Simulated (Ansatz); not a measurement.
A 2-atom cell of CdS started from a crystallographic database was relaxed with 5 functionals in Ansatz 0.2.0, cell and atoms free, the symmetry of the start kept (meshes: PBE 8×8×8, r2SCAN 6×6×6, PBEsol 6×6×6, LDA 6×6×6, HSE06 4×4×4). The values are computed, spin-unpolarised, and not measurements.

The HSE06 result:
```yaml
crystal:
  lattice:
    - [0.00000, 2.94535, 2.94535]
    - [2.94535, 0.00000, 2.94535]
    - [2.94535, 2.94535, 0.00000]
  atoms:
    - { symbol: Cd, position: [0.00000, 0.00000, 0.00000] }
    - { symbol: S, position: [0.25000, 0.25000, 0.25000] }
```

The symmetry is F-43m (No. 216, cubic); a = 5.891 Å in the conventional setting, 25.55 Å³ an atom. Around Cd lie 4 S at 2.55 Å; around S lie 4 Cd at 2.55 Å.

(1) How does the cell change with PBE?

(2) What lattice does LDA give?

(3) Held at the r2SCAN cell, what mean stress do LDA and PBE find, and does its sign point to their own minimum?

Answers

(1) a = 5.926 Å; the volume differs by +1.8 % from HSE06's. Cd has 4 S at 2.57 Å; S has 4 Cd at 2.57 Å.

(2) a = 5.757 Å; the volume differs by -6.7 % from HSE06's. Cd is surrounded by 4 S at 2.49 Å; S is surrounded by 4 Cd at 2.49 Å.

(3) Yes. LDA -3.70 GPa, and its relaxed volume is -6.1 % from r2SCAN's; PBE +1.39 GPa, and its relaxed volume is +2.5 % from r2SCAN's. Compression counts positive, so a positive stress asks for a larger cell.
